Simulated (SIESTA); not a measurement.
The system is CaF2 (Fluorite).

```
Ca F
1.0
     0.00000    2.73100    2.73100
     2.73100    0.00000    2.73100
     2.73100    2.73100    0.00000
Ca F
1 2
Direct
  0.00000 0.00000 0.00000
  0.75000 0.75000 0.75000
  0.25000 0.25000 0.25000
```

Base run:

- Program: SIESTA 5.4.2
- Functional: PBE
- Potentials or basis: PseudoDojo 0.4 standard (PBE files)
- Basis: DZP (energy shift 0.003 Ry; two zetas on semicore shells; d shell added on Ca)
- Grid cutoff: 800 Ry
- Energy shift: 0.003 Ry
- k mesh: 8 × 8 × 8
- Occupations: fermi-dirac, width 0.05 eV
- Spin: no spin polarisation

Its results: band gap on the k mesh 7.32 eV, indirect (least direct gap 7.57 eV); pressure 2.3 GPa.

The run is repeated on the same cell with these changes: functional from PBE to LDA; potentials or basis from PseudoDojo 0.4 standard (PBE files) to PseudoDojo 0.4 standard (LDA files). What comes out?

Band gap on the k mesh 6.95 eV, indirect (least direct gap 7.22 eV); pressure -6.4 GPa.

Caveats: the basis of atomic orbitals isn't converged, which shifts pressures, moduli and gaps.
